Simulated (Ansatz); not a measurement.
SnO2:

```
Sn O
1.0
     1.61709    0.93363    4.80059
    -1.61709    0.93363    4.80059
     0.00000   -1.86726    4.80059
Sn O
1 2
Direct
  0.50000 0.50000 0.50000
  0.76283 0.76283 0.76283
  0.23717 0.23717 0.23717
```

Measurements of this composition are mostly on another form, of space group No. 136.

Base run:

| Property | Result |
| --- | --- |
| Program | Ansatz 0.2.0 |
| Functional | PBE0 |
| Potentials or basis | Ansatz PAW |
| Cutoff | 420 eV (not typed: the program's choice for these potentials) |
| k mesh | 6 × 6 × 6 |
| Occupations | fermi-dirac, width 0.05 eV |
| Spin | no spin polarisation |

Its results: band gap on the k mesh 4.17 eV, indirect (least direct gap 4.28 eV); pressure -8.8 GPa; largest force 0.894 eV/Å.

Q: The run is repeated on the same cell with these changes: functional from PBE0 to HSE06; k mesh from 6 × 6 × 6 to 8 × 8 × 8. What comes out?

A: Band gap on the k mesh 3.46 eV, indirect (least direct gap 3.56 eV); pressure -8.7 GPa; largest force 0.888 eV/Å.

Several settings changed at once, so the effect can't be laid on one alone.

Caveats: spin-orbit coupling is left out, which moves the levels of the heavy elements; the PAW data sets come from PBE, with cores solved anew for the run's functional, which leaves a small shift of forces and pressure; the thresholds are loose for stress.
